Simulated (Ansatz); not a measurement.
## C: single point with PBE

Crystal: C.

```
CELL_PARAMETERS angstrom
2.12732 -1.22828 0.00000
2.12732 1.22828 0.00000
-1.37907 0.00000 3.50283
ATOMIC_POSITIONS crystal
C 0.16664 0.16664 0.99991
C 0.83336 0.83336 0.00009
```

This is a stacking variant of graphite.

```json
{
 "Program": "Ansatz 0.2.0",
 "Task": "single point",
 "Functional": "PBE",
 "Potentials or basis": "Ansatz PAW",
 "Cutoff": "420 eV (not typed: the program's choice for these potentials)",
 "k mesh": "13 × 13 × 8",
 "Occupations": "gaussian, width 0.017 eV",
 "Spin": "no spin polarisation"
}
```

| Quantity | Value |
| --- | --- |
| Pressure | 3.8 GPa |
| Largest force | 0.004 eV/Å |
| Band gap on the k mesh | 0.93 eV, indirect (least direct gap 0.94 eV) |

Forces in eV/Å, atoms in the order of the input:
```
C   -0.002  0.000  0.004
C    0.002  0.000 -0.004
```

Stress tensor (GPa, compression positive):
```
 4.65  0.00 -0.03
 0.00  4.58  0.00
-0.03  0.00  2.21
```

Levels at points of the mesh, in eV from the valence-band top:
```
            k point  band 1  band 2  band 3  band 4  band 5  band 6  band 7  band 8
 (0.00, 0.00, 0.00)  -19.31   -6.47   -2.63   -2.62    4.31    8.83    8.83   11.88
(0.00, 0.00, -0.50)  -19.10   -8.03   -2.63   -2.63    8.80    8.80    9.93   12.03
```

Wall time 5.7 s on 2 threads of Intel(R) Xeon(R) Processor @ 2.50GHz (Skylake/Cascade Lake) (shared host), peak memory 0.36 GiB.

Caveat: odd divisions of the mesh miss points on the zone boundary, where band edges often lie, so the gap on the mesh can be too wide; the pressure holds a Pulay correction of +0.5 GPa for the finite cutoff; this functional lacks dispersion, which binds the layers, so the pressure and a relaxed spacing across them are unreliable. A k mesh can miss the band edges.
